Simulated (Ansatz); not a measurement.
## rocksalt-structured BaTe

Level of theory: DFT, PBEsol, scalar-relativistic, no spin polarisation; plane waves to 420 eV with PAW datasets (Ansatz 0.2.0), Γ-centred 8×8×8 mesh, 0.05 eV Gaussian smearing. The datasets are Ansatz's generated set soft_2.

```yaml
crystal:
  lattice:
    - [0.00000, 3.47089, 3.47089]
    - [3.47089, 0.00000, 3.47089]
    - [3.47089, 3.47089, 0.00000]
  atoms:
    - { symbol: Ba, position: [0.50000, 0.50000, 0.50000] }
    - { symbol: Te, position: [0.00000, 0.00000, 0.00000] }
```

The compound is reported in the structure type of the start.

Cell and atoms are those of this level's equilibrium.

The cell has space group Fm-3m (read at 0.01 Å). In it the stress is 0.00, 0.00, 0.00, 0.00, 0.00, 0.00 GPa and the largest force component 0.000 eV/Å. Each change below starts from this cell, without further relaxation. Stress is in GPa, positive in compression, in the order xx, yy, zz, yz, xz, xy; energies are counted from the cell above.

Question: What happens when atom 1 (Ba) is moved by 0.12 Å along x?

Answer: The energy changes by 16.3 meV per cell, and the force on it along the shift is -0.277 eV/Å (−F/u = 2.31 eV/Å²). Stress: 0.43, -0.06, -0.06, 0.00, 0.00, 0.00. The gap on the mesh goes from 1.46 eV to 1.49 eV.
| atom | Fx (eV/Å) | Fy | Fz |
| --- | --- | --- | --- |
| Ba1 | -0.277 | 0.000 | 0.000 |
| Te2 | 0.277 | 0.000 | 0.000 |
In a harmonic crystal the energy would rise by −½F·u = ½ × 2.31 × 0.12² eV = 16.6 meV, which matches.

Question: What stress follows from an engineering strain of 2 % in xx, atoms carried along?

Answer: -1.37, -0.18, -0.18, 0.00, 0.00, 0.00 GPa; the energy changes by 7.5 meV per cell. The gap on the mesh goes from 1.46 eV to 1.49 eV.
The change of the stress over the strain gives a clamped-atom stiffness of about 68 GPa for this component, a secant value that lies under the elastic constant in tension and over it in compression, by several per cent for each per cent of strain.
In a harmonic crystal the energy would rise by V(½Cε² − σ₀ε), with σ₀ the stress of the unstrained cell, = 7.2 meV, close to the run's value; the rest has the sign of the anharmonic part, which a secant stiffness overstates.

Kohn–Sham gaps of semilocal functionals lie under measured ones, often by a third or more. For elements this heavy, spin–orbit coupling would shift levels and gaps; it isn't included here.
